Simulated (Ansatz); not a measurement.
# Mn3Si under changes of volume

One of the cells (11.709 Å³/atom); the others are scaled copies at fixed shape and fractional positions:

```
Mn Si
1.0
     0.00000    2.86100    2.86100
     2.86100    0.00000    2.86100
     2.86100    2.86100    0.00000
Mn Si
3 1
Direct
  0.75000 0.75000 0.75000
  0.25000 0.25000 0.25000
  0.50000 0.50000 0.50000
  0.00000 0.00000 0.00000
```

| Property | Result |
| --- | --- |
| Program | Ansatz 0.2.0 |
| Functional | PBEsol |
| Potentials or basis | all-electron LAPW, scalar-relativistic |
| Cutoff | 305 eV (chosen from the basis error) |
| Basis error allowed | 0.001 eV/atom |
| k mesh | 8 × 8 × 8 |
| Occupations | fermi-dirac, width 0.05 eV |
| Spin | collinear spin, ferromagnetic start |
| Starting moments | [4.0, 4.0, 4.0, 0.0] μB |

```tsv
volume (Å³/atom)	energy over the lowest point (meV/atom)	pressure (GPa)	moment (μB per cell)
11.007	0.00	-4.6	1.04
11.241	9.44	-8.8	1.02
11.475	24.72	-12.5	1.02
11.709	45.28	-15.9	1.01
11.943	70.59	-18.9	1.01
12.177	100.11	-21.5	1.01
12.412	?	?	?
```

What does the run at 12.412 Å³/atom give?

Energy over the lowest point 133.33 meV/atom; pressure -23.9 GPa; moment 1.00 μB per cell.

Worked out: A Birch-Murnaghan fit of order 3 (a polynomial in V^(-2/3)) to the other rows has its minimum at 10.79 Å³/atom, just outside them, with B0 = V·E''(V) = 228 GPa and B' = 4.0. It gives 133.61 meV/atom at 12.412 Å³/atom, against the run's 133.33, and -dE/dV = -24.1 GPa, against -23.9. A parabola through the other rows of the moment, of slope 0.0303 μB per Å³/atom there, extrapolates to 1.02 μB, against the run's 1.00.

Energies are extrapolated to zero smearing.

Caveats: the starting moments weren't kept.
